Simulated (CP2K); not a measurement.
Runs of CP2K 2026.2 on Nb. Symmetry: Im-3m, No. 229, cubic system. The conventional cell has a = 3.328 Å, b = 3.328 Å, c = 3.328 Å, α = 90.00°, β = 90.00°, γ = 90.00°. Around Nb (site symmetry m-3m) lie 8 Nb at 2.88 Å. 

```tsv
level	gap on the mesh (eV)	pressure (GPa)
PBEsol	none	(a)
RPBE	none	1.5
r2SCAN	none	-2.2
LDA	none	-9.6
OLYP	none	(b)
```

Alike in all rows: task band structure; potentials or basis POTENTIAL_UZH Nb GTH-PBE-q13; TZVP-MOLOPT-PBE-GTH basis; no spin polarisation; cell as given; k mesh 11 × 11 × 11; smearing fermi-dirac 0.05 eV.

Fill in the values left out.

(a) -6.4; (b) -4.3.

Caveats: the potentials were made for another functional, which shifts forces and pressure; the basis of atomic orbitals isn't converged, which shifts pressures, moduli and gaps.

A k mesh can miss the band edges, and the runs leave out spin-orbit coupling on Nb.

A gap of «none» marks a metal or a gap under the smearing width.

Runs at the PBE level aren't shown here.
